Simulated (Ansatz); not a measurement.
Stationary points along a deformation path in InSb

Level of theory: Ansatz 0.2.0, DFT PBEsol, scalar-relativistic, plane waves, PAW. The runs took a 420 eV cutoff, a Γ-centred 18×18×18 mesh and Gaussian smearing (0.15 eV). No spin polarisation. Energies are free energies at this smearing, counted from the undisturbed cell; pressure is positive in compression.

The starting cell (relaxed at this level):

```yaml
crystal:
  lattice:
    - [0.00000, 3.25993, 3.25993]
    - [3.25993, 0.00000, 3.25993]
    - [3.25993, 3.25993, 0.00000]
  atoms:
    - { symbol: In, position: [0.00000, 0.00000, 0.00000] }
    - { symbol: Sb, position: [0.75000, 0.75000, 0.75000] }
```

At fixed volume and fractional coordinates, lengths along (0.000, 0.000, 1.000) are scaled against those across it; ρ is that ratio over its starting value. V = 34.644 Å³/atom. Δσ is the stress along the axis less the mean stress across it (compression positive).

```
    ρ  ΔE (meV/atom)  Δσ (GPa) space group
0.707          140.6      3.92        I-4m2
0.850           42.1      3.14        I-4m2
1.000            0.0      0.00        F-43m
1.200           80.2     -6.42        I-4m2
1.414          280.4     -8.88        I-4m2
```

**Question.** How does the stress give the slope of the energy, and where is the energy stationary?

**Answer.** Along the path d ln(length) is 2/3 d ln ρ on the axis and −1/3 d ln ρ across it, so dE/d ln ρ = −(2/3) V Δσ: the energy falls with ρ where Δσ is positive. Δσ vanishes or changes sign at ρ = 1.000 (F-43m), a minimum at 0.0 meV/atom. Pairs of stationary points between two samples would go unseen, and could change a minimum read from distant neighbours into a maximum. At ρ = 1.000 the cell is cubic, where symmetry alone makes the stress isotropic and the slope zero.

In a metal these slopes depend on the k mesh and the smearing.

Cost: 5 runs of about 7.8 core-minutes in all, on Intel Xeon Processor @ 2.50GHz (Skylake/Cascade Lake) (shared hosts).